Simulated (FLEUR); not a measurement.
# Zn (P6_3/mmc) in FLEUR: a series of runs

Runs on Zn. Level: LDA. Tasks: equation of state.

All numbers are computed with FLEUR MaX-R8.1 (later development tree); they aren't measurements. Logs are shortened: lines on timing, memory, paths and dates and some standing lists are left out, and cuts for length are marked.

## Step 1: The structure

It takes space group P6_3/mmc (No. 194, hexagonal). Conventional cell: a = 2.670 Å, b = 2.670 Å, c = 4.966 Å, α = 90.00°, β = 90.00°, γ = 120.00°. Zn (site symmetry -6m2) is surrounded by 12 Zn at 2.67 to 2.92 Å.

## Step 2: Equation of state, LDA, 14.41 Å³/atom (volume scaled by 0.94)

File inp.xml:

```xml
<?xml version="1.0" encoding="UTF-8" standalone="no"?>
<fleurInput fleurInputVersion="0.39">
   <comment>
      Zn                                                                                                  
   </comment>
   <calculationSetup>
      <cutoffs Kmax="4.32" Gmax="13.4" GmaxXC="13.4" numbands="0"/>
      <scfLoop itmax="60" minDistance="0.00001" maxIterBroyd="15" imix="Anderson" alpha="0.05" precondParam="0.0" spinf="2.0" sdNocoIR="T"/>
      <coreElectrons ctail="T" frcor="F" kcrel="0" coretail_lmax="0"/>
      <xcFunctional name="vwn" relativisticCorrections="F"/>
      <magnetism jspins="1"/>
      <soc l_soc="F" theta="0.0" phi="0.0" spav="F"/>
      <expertModes spex="0" secvar="F"/>
      <geometryOptimization l_f="F" forcealpha="1.0" forcemix="BFGS" epsdisp="0.00001" epsforce="0.00001"/>
      <ldaU l_linMix="F" mixParam="0.05" spinf="1.0"/>
   </calculationSetup>
   <cell>
      <bzIntegration valenceElectrons="40.0" mode="hist" fermiSmearingEnergy="0.00183747">
         <kPointListSelection listName="default-1"/>
         <!-- k-points included here -->
         <xi:include xmlns:xi="http://www.w3.org/2001/XInclude" href="kpts.xml"> </xi:include>
      </bzIntegration>
      <!-- symmetry operations included here -->
      <xi:include xmlns:xi="http://www.w3.org/2001/XInclude" href="sym.xml"> </xi:include>
      <bulkLattice scale="0.9795861087">
         <bravaisMatrix>
            <row-1>    5.0455687526819997     0.0000000000000000     0.0000000000000000</row-1>
            <row-2>   -2.5227843763409998     4.3695907163551642     0.0000000000000000</row-2>
            <row-3>    0.0000000000000000     0.0000000000000000     9.3843799347635990</row-3>
         </bravaisMatrix>
      </bulkLattice>
   </cell>
   <atomSpecies>
      <species name="Zinc (Zn)" element="Zn" atomicNumber="30">
         <mtSphere radius="2.27" gridPoints="773" logIncrement="0.016"/>
         <atomicCutoffs lmax="9" lnonsphr="9"/>
         <electronConfig flipSpins="F">
            <coreConfig>(1s1/2) (2s1/2) (2p1/2) (2p3/2)</coreConfig>
            <valenceConfig>(3s1/2) (3p1/2) (3p3/2) (4s1/2) (3d3/2) (3d5/2)</valenceConfig>
         </electronConfig>
         <energyParameters s="4" p="4" d="3" f="4"/>
         <lo type="SCLO" l="0" n="3" eDeriv="0"/>
         <lo type="SCLO" l="1" n="3" eDeriv="0"/>
         <lo type="SCLO" l="1" n="3" eDeriv="1"/>
         <lo type="HELO" l="2" n="4" eDeriv="0"/>
         <lo type="HELO" l="2" n="4" eDeriv="1"/>
         <lo type="SCLO" l="3" n="4" eDeriv="2"/>
      </species>
   </atomSpecies>
   <atomGroups>
      <atomGroup species="Zinc (Zn)">
         <relPos label="                   1">-1.000/3.000 1.000/3.000 -1.000/4.000</relPos>
         <relPos label="                   2">1.000/3.000 -1.000/3.000 1.000/4.000</relPos>
         <force calculate="T" relaxXYZ="TTT"/>
      </atomGroup>
   </atomGroups>
   <output dos="F" band="F" slice="F">
      <checks vchk="F" cdinf="F"/>
      <bandDOS minEnergy="-.5*Htr" maxEnergy="0.5*Htr" sigma="0.015" storeEVData="T"/>
      <vacuumDOS vacdos="F" integ="F" star="F" nstars="0" locx1="0.0" locy1="0.0" locx2="0.0" locy2="0.0" nstm="0" tworkf="0.0"/>
      <unfoldingBand unfoldBand="F" supercellX="1" supercellY="1" supercellZ="1"/>
      <plotting iplot="0" polar="F">
         <plot TwoD="T" vec1="  1.0  0.0  0.0" vec2="  0.0  1.0  0.0" vec3="  0.0  0.0  1.0" zero="  0.0  0.0  0.0" file="plot"/>
      </plotting>
      <chargeDensitySlicing numkpt="0" minEigenval="0.0" maxEigenval="0.0" nnne="0" pallst="F"/>
      <specialOutput eonly="F"/>
      <moessbauerParams electricFieldGradient="T" isomerShift="T" coreHyperfine="T" valenceHyperfine="T"/>
      <magneticCircularDichroism mcd="F" energyLo="-10.0" energyUp="0.0"/>
   </output>
  <!-- We include the file relax.xml here to enable relaxations (see documentation) -->
  <xi:include xmlns:xi="http://www.w3.org/2001/XInclude" href="relax.xml"> <xi:fallback/> </xi:include>
</fleurInput>
```

Potentials or basis: all-electron, FLAPW.

Launch:

```
$ inpgen -f crystal.txt -profile fastHighL
$ # inp.xml edited to the form shown
$ fleur_MPI
```

Log:

```text
Welcome to FLEUR        (www.flapw.de)
      MaX-Release 8.1          (www.max-centre.eu)

 ========== k-point set info ==========
 Selected k-point list: default-1
 k-point list type: mesh
 11 x 11 x 6
 Number of k points: 64

 ------------Calculation Setup---------------------------
 Number of MPI-tasks      :            1
 Number of PE/node        :            1
 Number of OMP-threads    :            1
 Most efficient MPI parallelization for:
           1           2           4           8          16          32          64
 Additional eigenvalue parallelization possible
 Number of basis functions:          360
 Approximate size of matrices (H+S) per k-point:         0.002 GB
 --------------------------------------------------------
 Iteration:     1   Distance:      11.44805698 me/bohr^3
 Iteration:     2   Distance:       9.36855427 me/bohr^3
 Iteration:     3   Distance:       4.09589939 me/bohr^3
 Iteration:     4   Distance:       2.75100645 me/bohr^3
 Iteration:     5   Distance:       1.88035504 me/bohr^3
 Iteration:     6   Distance:       0.07696286 me/bohr^3
 Iteration:     7   Distance:       0.10361831 me/bohr^3
 Iteration:     8   Distance:       0.01256219 me/bohr^3
 Iteration:     9   Distance:       0.01579741 me/bohr^3
 Iteration:    10   Distance:       0.00102109 me/bohr^3
 Iteration:    11   Distance:       0.00034005 me/bohr^3
 Iteration:    12   Distance:       0.00004917 me/bohr^3
 Iteration:    13   Distance:       0.00000206 me/bohr^3

 ********************************************************************
 Run finished successfully
 Stop message:
   all done
 ********************************************************************
```

out.xml (last iteration):

```text
<iteration numberForCurrentRun="   13" overallNumber="   13">
         <energyParameters units="Htr">
            <atomicEP atomType="1" spin="1" branch="4s" branchLowest="-4.34" branchHighest="1.33" value="0.0859960964"/>
            <atomicEP atomType="1" spin="1" branch="4p" branchLowest="-2.67" branchHighest="1.96" value="0.2557379965"/>
            <atomicEP atomType="1" spin="1" branch="3d" branchLowest="-9.99" branchHighest="0.07" value="0.0081610433"/>
            <atomicEP atomType="1" spin="1" branch="4f" branchLowest="-9.99" branchHighest="3.60" value="0.5940011696"/>
            <loAtomicEP atomType="1" spin="1" branch="3s" branchLowest="-42.09" branchHighest="-4.34" value="-4.3380632134"/>
            <loAtomicEP atomType="1" spin="1" branch="3p" branchLowest="-36.48" branchHighest="-2.67" value="-2.6716783582"/>
            <loAtomicEP atomType="1" spin="1" branch="3p" branchLowest="-36.48" branchHighest="-2.67" value="-2.6716783582"/>
            <heloAtomicEP atomType="1" spin="1" branch="4d" branchLowest="2.32" branchHighest="2.32" value="2.3178295262"/>
            <heloAtomicEP atomType="1" spin="1" branch="4d" branchLowest="2.32" branchHighest="2.32" value="2.3178295262"/>
            <loAtomicEP atomType="1" spin="1" branch="4f" branchLowest="-9.99" branchHighest="3.60" value="0.5940038173"/>
         </energyParameters>
         <eigenvalues>
            <eigenvaluesAt spin="1" ikpt="1" k_x="0.00000000" k_y="0.00000000" k_z="0.00000000">
                      -4.3381863468       -4.3381402403       -2.6709374158       -2.6703481157       -2.6696114920
                      -2.6696114920       -2.6695458853       -2.6695458853       -0.1124650561       -0.0408192866
                      -0.0119627723       -0.0023369548       -0.0023369548       -0.0002998163       -0.0002998163
                       0.0131799052        0.0131799052        0.0216472382        0.0216472382        0.1435694252
                       0.1732794700        0.7962021143        0.9344060384        0.9459943318        0.9459943318
                       1.0051054368        1.0078440015        1.0078440015        1.0524187962        1.1900657415
                       1.1906525474
            </eigenvaluesAt>
            <eigenvaluesAt spin="1" ikpt="2" k_x="0.00000000" k_y="0.00000000" k_z="0.16666667">
                      -4.3381832822       -4.3381433277       -2.6708980802       -2.6703879473       -2.6696069026
                      -2.6696069026       -2.6695502142       -2.6695502142       -0.1060949217       -0.0417123145
                      -0.0118383771       -0.0024132661       -0.0024132661       -0.0005995177       -0.0005995176
                       0.0139633518        0.0139633518        0.0212498117        0.0212498117        0.0834016546
                       0.2475665531        0.7069276276        0.9523508176        0.9523508176        0.9970439692
                       1.0098989719        1.0098989719        1.0408450512        1.0468899829        1.1460952567
                       1.1460952567
[... 24 lines left out ...]
            <mtCharges spin="1">
               <mtCharge atomType="1" total="18.7265067" s="2.5816863" p="6.4418058" d="9.6930652" f="0.0081399"/>
            </mtCharges>
            <spinDependentCharge spin="1" total="40.0000000" interstitial="2.5469867" mtSpheres="37.4530133"/>
            <totalCharge value="40.0000000000"/>
         </valenceDensity>
         <coreStates atomType="     1" atomicNumber=" 30" spin="1" kinEnergy="   1573.2886403132" eigValSum="  -1000.9129761354" lostElectrons=" 0.000000">
            <state n="1" l="0" j="0.5" energy="-348.9099145862" weight="1.0000000000"/>
            <state n="2" l="0" j="0.5" energy="-42.0918146988" weight="1.0000000000"/>
            <state n="2" l="1" j="0.5" energy="-37.0685055269" weight="1.0000000000"/>
            <state n="2" l="1" j="1.5" energy="-36.1931266279" weight="2.0000000000"/>
         </coreStates>
         <allElectronCharges>
            <spinDependentCharge spin="1" total="60.0000000" interstitial="2.5469867" mtSpheres="57.4530133"/>
            <totalCharge value="60.0000000003"/>
         </allElectronCharges>
         <moessbauerParams unitsHFF="kG" unitsIS="e/bohr^3" unitsEFG="Htr/bohr^2">
            <coreIsomerShift atomType="1" isTotal="24742.90516">
               <shell n="1" l="0" isomerShift="22509.76269"/>
               <shell n="2" l="0" isomerShift="2216.29258"/>
               <shell n="2" l="1" isomerShift="16.84989"/>
            </coreIsomerShift>
            <isomerShift atomType="1" nucleusRadius="0.0000952" averageDensity="25086.55216"/>
            <electricFieldGradient atomType="1" VXX="-0.24054" VYY="-0.24054" VZZ="0.48108" asymParam="0.00000">
            </electricFieldGradient>
         </moessbauerParams>
         <totalEnergy                                    value="    -3586.9147830986" units="Htr">
            <sumOfEigenvalues                            value="    -2050.6768609463">
               <coreElectrons value="-2001.8259522708"/>
               <valenceElectrons value="-48.8509086756"/>
            </sumOfEigenvalues>
            <densityCoulombPotentialIntegral value="-5519.2176329468"/>
            <densityEffectivePotentialIntegral value="-5701.8507352945"/>
            <chargeDenXCDenIntegral value="-137.9222264725"/>
            <FockExchangeEnergyValence value="0.0000000000"/>
            <FockExchangeEnergyCore value="0.0000000000"/>
            <atomTypeDependentContributions atomType="1">
               <electronNucleiInteractionDifferentMTs value="4316.3741776937"/>
               <MadelungTerm value="-24.1834368072"/>
            </atomTypeDependentContributions>
            <tkbTimesEntropy value="0.0001689736"/>
            <freeEnergy value="-3586.9149520722"/>
            <extrapolationTo0K value="-3586.9148675854"/>
         </totalEnergy>
         <densityConvergence units="me/bohr^3">
            <chargeDensity spin="1" distance="0.0000020575"/>
         </densityConvergence>
      </iteration>
```

It took 68 s on 1 thread of Intel Xeon at 2.50GHz (Skylake/Cascade Lake), shared host; peak memory 0.06 GiB.

What came out:

```yaml
Free_energy: -97604.9282 eV
Band_gap_on_the_k_mesh: none (metal or under the smearing width)
Valence_electrons_inside_the_program's_atomic_spheres: Zn 18.73 (radii Zn 2.27 bohr)
```

## Step 3: Equation of state, LDA, 14.72 Å³/atom (volume scaled by 0.96)

inp.xml, as its differences from that of step 2:

```diff
@@ -24,3 +24,3 @@
       <xi:include xmlns:xi="http://www.w3.org/2001/XInclude" href="sym.xml"> </xi:include>
-      <bulkLattice scale="0.9795861087">
+      <bulkLattice scale="0.9864848297">
          <bravaisMatrix>
```

Potentials or basis: all-electron, FLAPW.

Launch:

```
$ inpgen -f crystal.txt -profile fastHighL
$ # inp.xml edited to the form shown
$ fleur_MPI
```

It took 67 s on 1 thread of Intel Xeon at 2.50GHz (Skylake/Cascade Lake), shared host; peak memory 0.06 GiB.

The run converged. Its results:

* Free energy: -97604.9054 eV
* Band gap on the k mesh: none (metal or under the smearing width)
* Valence electrons inside the program's atomic spheres: Zn 18.71 (radii Zn 2.27 bohr)

## Step 4: Equation of state, LDA, 15.33 Å³/atom

inp.xml, as its differences from that of step 3:

```diff
@@ -24,3 +24,3 @@
       <xi:include xmlns:xi="http://www.w3.org/2001/XInclude" href="sym.xml"> </xi:include>
-      <bulkLattice scale="0.9864848297">
+      <bulkLattice scale="1.0000000000">
          <bravaisMatrix>
```

Launch:

```
$ inpgen -f crystal.txt -profile fastHighL
$ # inp.xml edited to the form shown
$ fleur_MPI
```

Wall time 69 s (1 thread of Intel Xeon at 2.50GHz (Skylake/Cascade Lake), shared host); peak memory 0.06 GiB.

Results (log left out):

```yaml
Free_energy: -97604.8441 eV
Band_gap_on_the_k_mesh: none (metal or under the smearing width)
Valence_electrons_inside_the_program's_atomic_spheres: Zn 18.68 (radii Zn 2.27 bohr)
```

## Step 5: Equation of state, LDA, 15.94 Å³/atom (volume scaled by 1.04)

inp.xml, as its differences from that of step 4:

```diff
@@ -24,3 +24,3 @@
       <xi:include xmlns:xi="http://www.w3.org/2001/XInclude" href="sym.xml"> </xi:include>
-      <bulkLattice scale="1.0000000000">
+      <bulkLattice scale="1.0131594038">
          <bravaisMatrix>
```

Launch:

```
$ inpgen -f crystal.txt -profile fastHighL
$ # inp.xml edited to the form shown
$ fleur_MPI
```

It took 73 s on 1 thread of Intel Xeon at 2.50GHz (Skylake/Cascade Lake), shared host; peak memory 0.06 GiB.

It converged, with:

* Free energy: -97604.7665 eV
* Band gap on the k mesh: none (metal or under the smearing width)
* Valence electrons inside the program's atomic spheres: Zn 18.65 (radii Zn 2.27 bohr)

## Step 6: Equation of state, LDA, 16.25 Å³/atom (volume scaled by 1.06)

inp.xml, as its differences from that of step 5:

```diff
@@ -24,3 +24,3 @@
       <xi:include xmlns:xi="http://www.w3.org/2001/XInclude" href="sym.xml"> </xi:include>
-      <bulkLattice scale="1.0131594038">
+      <bulkLattice scale="1.0196128224">
          <bravaisMatrix>
```

Potentials or basis: all-electron, FLAPW.

Launch:

```
$ inpgen -f crystal.txt -profile fastHighL
$ # inp.xml edited to the form shown
$ fleur_MPI
```

Wall time 72 s (1 thread of Intel Xeon at 2.50GHz (Skylake/Cascade Lake), shared host); peak memory 0.06 GiB.

It converged, with:

```
Free energy                                           : -97604.7230 eV
Band gap on the k mesh                                : none (metal or under the smearing width)
Valence electrons inside the program's atomic spheres : Zn 18.64 (radii Zn 2.27 bohr)
```

## Step 7: Equation of state, LDA

Potentials or basis: all-electron, FLAPW.

This step only gathers the single runs of the series.

Results:

* Equilibrium volume: 13.62 Å³/atom (rough: see the caveat)
* Bulk modulus at fixed shape and positions: 107 GPa (rough)

Energy against volume, from the lowest point:
```tsv
volume (Å³/atom)	energy (meV/atom)
14.410	0.00
14.716	11.40
15.330	42.07
15.943	80.85
16.249	102.61
```

Caveat: the minimum lies outside the volumes run; the cell was scaled at fixed shape and fractional positions, which overstates the stiffness of a crystal with free parameters, most of all of layers and chains.
